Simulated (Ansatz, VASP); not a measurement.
HfO2: VASP beside Ansatz

The input INCAR:

```
SYSTEM = HfO2
AGGAC = 1.0
AGGAX = 1.0
ALDAC = 0.0
ALDAX = 1.0
ALGO = Normal
EDIFF = 1E-7
ENCUT = 520
GGA = B5
ISIF = 2
ISMEAR = -1
IVDW = 13
LASPH = .TRUE.
LCHARG = .FALSE.
LREAL = .FALSE.
LWAVE = .FALSE.
NBANDS = 18
NELM = 80
PREC = Accurate
SIGMA = 0.05
VDW_A1 = 0.44488865
VDW_A2 = 4.0933009
VDW_S6 = 1.0
VDW_S8 = 2.34076671
```

Contents of KPOINTS:

```
k-points
0
G
  9 9 9
  0 0 0
```

File POSCAR:

```
HfO2
1.0
    0.0000000000      2.5575000000      2.5575000000
    2.5575000000      0.0000000000      2.5575000000
    2.5575000000      2.5575000000      0.0000000000
Hf O
1 2
Direct
    0.0000000000      0.0000000000      0.0000000000
    0.7500000000      0.7500000000      0.7500000000
    0.2500000000      0.2500000000      0.2500000000
```

File input.yaml:

```yaml
crystal:
  lattice:
    - [0.0, 2.5575, 2.5575]
    - [2.5575, 0.0, 2.5575]
    - [2.5575, 2.5575, 0.0]
  atoms:
    - { symbol: Hf, position: [0.0, 0.0, 0.0] }
    - { symbol: O, position: [0.75, 0.75, 0.75] }
    - { symbol: O, position: [0.25, 0.25, 0.25] }
hamiltonian:
  xc: blyp
  pseudopotentials: { kind: paw }
  dispersion: d4
kpoints:
  mp_grid: { grid: [9, 9, 9] }
scf:
  occupations: { method: fermi_dirac, width: 0.05 }
output:
  forces: true
  stress: true
  eigenvalues: true
```

Measurements of this composition are mostly on another form, of space group No. 14.

Alike in both runs: task single point; functional BLYP; dispersion D4; k mesh 9 × 9 × 9; occupations fermi-dirac, width 0.05 eV; no spin polarisation.

```csv
,VASP,Ansatz
version,VASP 6.6.1,Ansatz 0.2.0
potentials or method,"VASP PAW PBE potentials, release 64 (Hf_pv, O)",Ansatz PAW
plane-wave cutoff (eV),520,420
valence electrons in the cell,22,38
```

```csv
,VASP,Ansatz,Ansatz less VASP
gap on the k mesh at the Fermi level (eV),3.89,3.89,+0.005
least direct gap on the mesh (eV),4.02,4.00,-0.019
pressure (GPa),-5.0,-2.2,+2.85
dispersion energy (meV/atom),-351.9,-352.0,-0.08
```

The two sets of potentials don't hold the same shells in valence.

Caveats: spin-orbit coupling is left out, which moves the levels of the heavy elements; the PAW data sets were made with another functional, which shifts forces and pressure a little (VASP); an odd mesh through Γ misses points on the zone boundary, where band edges often lie (VASP); odd divisions of the mesh miss points on the zone boundary, where band edges often lie, so the gap on the mesh can be too wide (Ansatz); the pressure holds a Pulay correction of +1.0 GPa for the finite cutoff (Ansatz); the PAW data sets come from PBE, with cores solved anew for the run's functional, which leaves a small shift of forces and pressure (Ansatz). As with any semilocal functional, this BLYP gap is likely too small.
